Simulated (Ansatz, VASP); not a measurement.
## Al: VASP beside Ansatz

```
Al
1.0
     0.00000    2.02398    2.08470
     2.02398    0.00000    2.08470
     2.02398    2.02398    0.00000
Al
1
Direct
  0.00000 0.00000 0.00000
```

Change from the starting cell: zz strain of +3 %.

Alike in both runs: task single point; functional PBEsol; k mesh 14 × 14 × 14; occupations fermi-dirac, width 0.05 eV; no spin polarisation.

|  | VASP | Ansatz |
| --- | --- | --- |
| version | VASP 6.6.1 | Ansatz 0.2.0 |
| potentials or method | VASP PAW PBE potentials, release 64 (Al), cutoff 520 eV | all-electron LAPW, scalar-relativistic |

```csv
,VASP,Ansatz,Ansatz less VASP
pressure (GPa),-3.9,-3.9,-0.03
largest component of the traceless stress (GPa),0.28,0.26,-0.012
```

Ansatz ran all-electron here, so the differences hold the error of VASP's frozen core and of both bases.

Caveats: the PAW data sets were made with another functional, which shifts forces and pressure a little (VASP).
